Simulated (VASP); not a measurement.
## NaH in VASP 6.6.1, single-point calculation

INCAR

```
LREAL = .FALSE.
ISIF = 2
ENCUT = 520
ISYM = 0
NSW = 0
METAGGA = R2SCAN
LCHARG = .FALSE.
LWAVE = .FALSE.
PREC = Accurate
NBANDS = 11
NELM = 120
SIGMA = 0.1
ALGO = Normal
IBRION = -1
ISMEAR = -4
EDIFF = 1E-7
LASPH = .TRUE.
```

KPOINTS

```
KPOINTS created by Atomic Simulation Environment
0
Gamma
10 10 10
0 0 0
```

POSCAR

```
Na H
 1.0000000000000000
     2.9323912064000002    0.0000000000000000    0.0000000000000000
     0.0000000000000000    2.9323912064000002    0.0000000000000000
     0.0000000000000000    0.0000000000000000    2.7933958632000002
 Na  H
   1   1
Cartesian
  0.0000000000000000  0.0000000000000000  0.0000000000000000
  1.4661956032000001  1.4661956032000001  1.3966979316000001
```

The recommended PBE PAW datasets give the neutral cell 8 valence electrons.

Command

```
mpirun -np 1 vasp_std
```

OSZICAR

```
N       E                     dE             d eps       ncg     rms          rms(c)
DAV:   1     0.379645798767E+02    0.37965E+02   -0.47275E+03 11189   0.804E+02
DAV:   2    -0.673807499362E+01   -0.44703E+02   -0.43976E+02 11574   0.214E+02
DAV:   3    -0.808394375470E+01   -0.13459E+01   -0.13441E+01 13231   0.349E+01
DAV:   4    -0.809259492451E+01   -0.86512E-02   -0.86503E-02 12832   0.275E+00
DAV:   5    -0.809266808450E+01   -0.73160E-04   -0.73159E-04 12853   0.257E-01    0.304E+00
DAV:   6    -0.742057601947E+01    0.67209E+00   -0.33145E-01 11424   0.642E+00    0.171E+00
DAV:   7    -0.727150653169E+01    0.14907E+00   -0.47246E-01 12529   0.304E+00    0.441E-01
DAV:   8    -0.727483833302E+01   -0.33318E-02   -0.13418E-02 11727   0.712E-01    0.222E-01
DAV:   9    -0.727614481140E+01   -0.13065E-02   -0.13169E-03 11946   0.433E-01    0.659E-02
DAV:  10    -0.727596104631E+01    0.18377E-03   -0.13187E-04 13005   0.821E-02    0.999E-03
DAV:  11    -0.727599034350E+01   -0.29297E-04   -0.58500E-06 12804   0.340E-02    0.393E-03
DAV:  12    -0.727599639863E+01   -0.60551E-05   -0.66063E-07 12835   0.393E-03    0.116E-03
DAV:  13    -0.727599625383E+01    0.14481E-06   -0.22463E-07  9333   0.541E-03    0.317E-04
DAV:  14    -0.727599599544E+01    0.25839E-06   -0.69526E-09  6084   0.601E-04    0.947E-05
DAV:  15    -0.727599591463E+01    0.80803E-07   -0.83639E-10  5988   0.296E-04
   1 F= -.72759959E+01 E0= -.72759959E+01  d E =0.000000E+00
```

From OUTCAR

```
k-points           NKPTS =    504   k-points in BZ     NKDIM =    504   number of bands    NBANDS=     11

   NELECT =       8.0000    total number of electrons

   dimension x,y,z NGX =    24 NGY =   24 NGZ =   24
   dimension x,y,z NGXF=    48 NGYF=   48 NGZF=   48

  energy-cutoff  :      520.00
  volume of cell :       24.02
      direct lattice vectors                 reciprocal lattice vectors
     2.932391206  0.000000000  0.000000000     0.341018619  0.000000000  0.000000000
     0.000000000  2.932391206  0.000000000     0.000000000  0.341018619  0.000000000
     0.000000000  0.000000000  2.793395863     0.000000000  0.000000000  0.357987213

 k-points in reciprocal lattice and weights: KPOINTS created by Atomic Simulation Env
   0.00000000  0.00000000  0.00000000       0.001
   0.10000000  0.00000000  0.00000000       0.002
   0.00000000  0.10000000  0.00000000       0.002
   0.20000000  0.00000000  0.00000000       0.002
   0.00000000  0.20000000  0.00000000       0.002
   0.30000000  0.00000000  0.00000000       0.002
   0.00000000  0.30000000  0.00000000       0.002
   0.40000000  0.00000000  0.00000000       0.002
   ...

 E-fermi :   1.4650

 k-point     1 :       0.0000    0.0000    0.0000
  band No.  band energies     occupation
      1     -24.0787      2.00000
      2     -24.0787      2.00000
      3     -24.0680      2.00000
      4      -4.8667      2.00000
      5      11.5701      0.00000
      6      12.8616      0.00000
      7      13.9763      0.00000
      8      14.6826      0.00000
      9      14.6826      0.00000
     10      16.4719      0.00000
     11      28.0056      0.00000

 k-point     2 :       0.1000    0.0000    0.0000
  band No.  band energies     occupation
      1     -24.0964      2.00000
      2     -24.0771      2.00000
      3     -24.0666      2.00000
      4      -4.7058      2.00000
      5      10.0901      0.00000
      6      12.4451      0.00000
      7      14.0707      0.00000
      8      14.7912      0.00000
      9      16.5779      0.00000
     10      17.0513      0.00000
     11      26.6478      0.00000

 k-point     3 :       0.0000    0.1000    0.0000
  band No.  band energies     occupation
      1     -24.0964      2.00000
      2     -24.0771      2.00000
      3     -24.0666      2.00000
      4      -4.7058      2.00000
      5      10.0901      0.00000
      6      12.4451      0.00000
      7      14.0707      0.00000
      8      14.7912      0.00000
      9      16.5779      0.00000
     10      17.0513      0.00000
     11      26.6478      0.00000

 k-point     4 :       0.2000    0.0000    0.0000
  band No.  band energies     occupation
      1     -24.1425      2.00000
      2     -24.0730      2.00000
      3     -24.0629      2.00000
      4      -4.2398      2.00000
      5       7.5711      0.00000
      6      12.7737      0.00000
      7      14.5166      0.00000
      8      15.1076      0.00000
      9      16.8849      0.00000
     10      20.4481      0.00000
     11      24.5441      0.00000

 k-point     5 :       0.0000    0.2000    0.0000
  band No.  band energies     occupation
      1     -24.1425      2.00000
      2     -24.0730      2.00000
      3     -24.0629      2.00000
      4      -4.2398      2.00000
      5       7.5711      0.00000
      6      12.7737      0.00000
      7      14.5166      0.00000
      8      15.1076      0.00000
      9      16.8849      0.00000
     10      20.4481      0.00000
     11      24.5441      0.00000

 ...

  Total       -0.1473319     -0.1473319      0.7808248     -0.0000000     -0.0000000     -0.0000000
  in kB       -9.8272279     -9.8272311     52.0820247     -0.0000005     -0.0000002     -0.0000009
  external PRESSURE =      10.8091886 kB  Pullay stress =       0.0000000 kB

 POSITION                                       TOTAL-FORCE (eV/Angst)
 -----------------------------------------------------------------------------------
      0.00000      0.00000      0.00000         0.000000     -0.000000     -0.000000
      1.46620      1.46620      1.39670        -0.000000      0.000000      0.000000
 -----------------------------------------------------------------------------------
    total drift:                                0.000000     -0.000000     -0.000000

  FREE ENERGIE OF THE ION-ELECTRON SYSTEM (eV)
  ---------------------------------------------------
  free  energy   TOTEN  =        -7.2759959146 eV

  energy  without entropy=       -7.2759959146  energy(sigma->0) =       -7.27599591
```

It converged. Results: gap between bands v and c on the k mesh 1.44 eV; least direct gap on the k mesh 5.27 eV; pressure 1.1 GPa. Band v is the last that the valence electrons fill when counted band by band, and c is the next.

For comparison, a separate r²SCAN run of the intended cell, on usual settings and not on those above, gives a gap of 1.44 eV on its mesh and a pressure of 1.1 GPa.

The run above took about 4 min on one core of a shared host (Intel Xeon Platinum 8488C) and held 0.24 GiB at most.
